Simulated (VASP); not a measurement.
# What goes wrong when AgCl (Chlorargyrite) is relaxed with a bad input, part 2 of 2

Aim: see how common mistakes in a VASP relaxation show up, on AgCl (Chlorargyrite). The starting structure is a measured crystal structure from the Crystallography Open Database.

VASP 6.6.1.

Results so far: reference 20.17 Å³ an atom; a smearing far too wide 20.60 Å³ an atom.

The database entry behind the starting cell differs from later determinations by our own check (an axis about 1.4 % short against later determinations), so it need not match the best structure at ambient conditions.

## (5) Relaxation with a k mesh far too coarse

Level of this step: PBEsol; plane waves and PAW (Ag, Cl) (VASP).

A slip made on purpose: a k mesh far too coarse. Against step 2 the input has a 2×2×2 mesh (also changed: NELM, NCORE and KPAR).

Contents of INCAR:

```
SYSTEM = AgCl
PREC = Accurate
ENCUT = 450
EDIFF = 1E-06
NELM = 60
ISMEAR = 0
SIGMA = 0.03
LREAL = .FALSE.
ALGO = Normal
GGA = PS
NBANDS = 15
LORBIT = 11
LWAVE = .FALSE.
LCHARG = .FALSE.
NCORE = 2
IBRION = 2
NSW = 50
ISIF = 3
EDIFFG = -0.01
```

Contents of POSCAR:

```
AgCl
1.0
    0.0000000000      2.7350000000      2.7350000000
    2.7350000000      0.0000000000      2.7350000000
    2.7350000000      2.7350000000      0.0000000000
Ag Cl
1 1
Direct
    0.0000000000      0.0000000000      0.0000000000
    0.5000000000      0.5000000000      0.5000000000
```

Contents of KPOINTS:

```
Automatic mesh
0
Gamma
2 2 2
0 0 0
```

Potentials, in the order of the species: Ag and Cl (PBE family, release 64).

Command:

```bash
$ mpirun -np 2 vasp_std
```

What it wrote:

```text
[banner, memory and clock lines left out]
running    2 mpi-ranks, on    1 nodes
[...]
[... a notice as in an earlier step ...]

 LDA part: xc-table for (Slater+PW92), standard interpolation
 POSCAR, INCAR and KPOINTS ok, starting setup
[...]
entering main loop
       N       E                     dE             d eps       ncg     rms          rms(c)
DAV:   1     0.993823268396E+02    0.99382E+02   -0.77316E+03    90   0.946E+02
DAV:   2    -0.185222143487E+01   -0.10123E+03   -0.92175E+02    97   0.232E+02
DAV:   3    -0.547023857302E+01   -0.36180E+01   -0.36089E+01   118   0.451E+01
DAV:   4    -0.549183213420E+01   -0.21594E-01   -0.21590E-01   104   0.391E+00
[...]
DAV:  10    -0.522749134112E+01   -0.53053E-04   -0.51070E-05   140   0.691E-02    0.260E-02
DAV:  11    -0.522749744141E+01   -0.61003E-05   -0.89689E-06   111   0.221E-02    0.489E-03
DAV:  12    -0.522749748804E+01   -0.46639E-07   -0.19216E-07    87   0.342E-03
   1 F= -.52274975E+01 E0= -.52274975E+01  d E =-.522750E+01
[...]
DAV:   6    -0.530441139024E+01    0.83729E-04   -0.31675E-04    90   0.164E-01    0.385E-02
DAV:   7    -0.530441458506E+01   -0.31948E-05   -0.82498E-06    90   0.362E-02    0.410E-03
DAV:   8    -0.530441460599E+01   -0.20928E-07   -0.47980E-07    87   0.750E-03
   2 F= -.53044146E+01 E0= -.53044146E+01  d E =-.769171E-01
 trial-energy change:   -0.076917  1 .order   -0.083193   -0.172360    0.005974
 step:   0.9580(harm=  0.9665)  dis= 0.00000  next Energy=    -5.304541 (dE=-0.770E-01)
[...]
N       E                     dE             d eps       ncg     rms          rms(c)
DAV:   1    -0.530806953093E+01   -0.36549E-02   -0.63334E-02    90   0.236E+00    0.383E-01
DAV:   2    -0.530478346117E+01    0.32861E-02   -0.80537E-03    90   0.861E-01    0.122E-01
DAV:   3    -0.530453507648E+01    0.24838E-03   -0.62205E-04    90   0.205E-01    0.851E-02
DAV:   4    -0.530452394612E+01    0.11130E-04   -0.18325E-05    90   0.330E-02    0.299E-02
DAV:   5    -0.530452572110E+01   -0.17750E-05   -0.26071E-06    90   0.171E-02    0.327E-03
DAV:   6    -0.530452594671E+01   -0.22561E-06   -0.42549E-07    45   0.662E-03
   3 F= -.53045259E+01 E0= -.53045259E+01  d E =-.770285E-01
[...]
reached required accuracy - stopping structural energy minimisation
```

It took 8 s on 2 MPI ranks of AMD EPYC 7R43, shared host; peak memory 0.2 GiB.

From OUTCAR (step 5):

```text
  Total        0.0009269      0.0009269      0.0009269      0.0000000     -0.0000000      0.0000000
  in kB        0.0326727      0.0326727      0.0326727      0.0000000     -0.0000000      0.0000000
  external PRESSURE =       0.0326727 kB  Pullay stress =       0.0000000 kB

 POSITION                                       TOTAL-FORCE (eV/Angst)
 -----------------------------------------------------------------------------------
      0.00000      0.00000      0.00000        -0.000000      0.000000     -0.000000
      2.83254      2.83254      2.83254         0.000000     -0.000000      0.000000
 -----------------------------------------------------------------------------------
    total drift:                                0.000000      0.000000      0.000000

  FREE ENERGIE OF THE ION-ELECTRON SYSTEM (eV)
  ---------------------------------------------------
  free  energy   TOTEN  =        -5.3045259467 eV

  energy  without entropy=       -5.3045259467  energy(sigma->0) =       -5.30452595

[... 1 part as in an earlier step ...]

[... 3 further parts left out ...]
[key lines of the parts left out:]
E-fermi :   3.3071
```

With a k mesh far too coarse the cell ends at 22.726 Å³ an atom, +12.68 % from the reference.

## (6) Relaxation with the cell held fixed (ISIF = 2)

A slip made on purpose: the cell held fixed (ISIF = 2). Against step 2 the input has ISIF = 2 (also changed: NELM).

Edit INCAR of step 5 so:

```diff
@@ -14,6 +14,6 @@
 LCHARG = .FALSE.
-NCORE = 2
+KPAR = 2
 IBRION = 2
 NSW = 50
-ISIF = 3
+ISIF = 2
 EDIFFG = -0.01
```

POSCAR is that of step 5.

Contents of KPOINTS:

```
Automatic mesh
0
Gamma
8 8 8
0 0 0
```

Command:

```bash
$ mpirun -np 2 vasp_std
```

What it wrote:

```text
[... set-up lines as in an earlier step ...]
 entering main loop
       N       E                     dE             d eps       ncg     rms          rms(c)
[... 12 cycles as in an earlier step ...]
   1 F= -.60602028E+01 E0= -.60602028E+01  d E =-.606020E+01
[...]
reached required accuracy - stopping structural energy minimisation
```

The job ended after 23 s (2 MPI ranks; peak memory 0.25 GiB; 44 s of CPU time).

Parts of OUTCAR (step 6):

```text
  Total       -0.1965074     -0.1965074     -0.1965074     -0.0000000      0.0000000      0.0000000
  in kB       -7.6946277     -7.6946277     -7.6946277     -0.0000000      0.0000000      0.0000000
  external PRESSURE =      -7.6946277 kB  Pullay stress =       0.0000000 kB

 POSITION                                       TOTAL-FORCE (eV/Angst)
 -----------------------------------------------------------------------------------
      0.00000      0.00000      0.00000         0.000000      0.000000     -0.000000
      2.73500      2.73500      2.73500         0.000000      0.000000      0.000000
 -----------------------------------------------------------------------------------
    total drift:                                0.000000      0.000000      0.000000

  FREE ENERGIE OF THE ION-ELECTRON SYSTEM (eV)
  ---------------------------------------------------
  free  energy   TOTEN  =        -6.0602028121 eV

  energy  without entropy=       -6.0602028121  energy(sigma->0) =       -6.06020281

[... 2 parts as in an earlier step ...]

[... 2 further parts left out ...]
[key lines of the parts left out:]
E-fermi :   4.3947
```

With the cell held fixed (ISIF = 2) the cell ends at 20.458 Å³ an atom, +1.44 % from the reference.

## (7) All runs side by side

```tsv
run	ended	volume (Å³/atom)	change (%)	pressure left (GPa)	core minutes
reference	converged	20.169	-	0.03	1.0
a functional's name that the tag doesn't take	stopped by VASP	-	-	-	0.113
a smearing far too wide	converged	20.598	2.13	0.03	1.13
a k mesh far too coarse	converged	22.726	12.68	0.0	0.267
the cell held fixed (ISIF = 2)	converged	20.458	1.44	-0.77	0.767
```

Core minutes are wall time times ranks, summed over the relaxations behind a row (those for a bulk modulus apart), on shared hosts.

## (8) What came out

| Item | Value |
| --- | --- |
| volume of the reference | 20.17 Å³/atom |
| volume against the reference, a smearing far too wide | +2.13 % |
| volume against the reference, a k mesh far too coarse | +12.68 % |
| volume against the reference, the cell held fixed (ISIF = 2) | +1.44 % |
| run with a functional's name that the tag doesn't take | stopped by VASP |

In words: VASP stopped by itself in the run with a functional's name that the tag doesn't take. Finished, but with signs in the output that stand out against the reference: a smearing far too wide, with the volume changed by +2.1 % (signs: a large entropy term in the energy); a k mesh far too coarse, with the volume changed by +12.7 % (signs: 6.0 GPa at the first ionic step (reference: -0.8 GPa)); the cell held fixed (ISIF = 2), with the volume kept at the input's, +1.4 % from the reference (signs: a stress of up to 0.8 GPa). Further runs on this material are not shown.

[Lines on the potential files, build, host, timing and source positions are cut from VASP's logs without a mark.]

[Logs are printed without paths, hosts, clocks, repeated set-up lines and the standing remarks that a program may print on its own settings, such as how far it seeks lower states.]

[Hosts, paths, dates, database ids (printed as entryN), source tags and the programs' standing remarks are cut or masked in the printed files.]
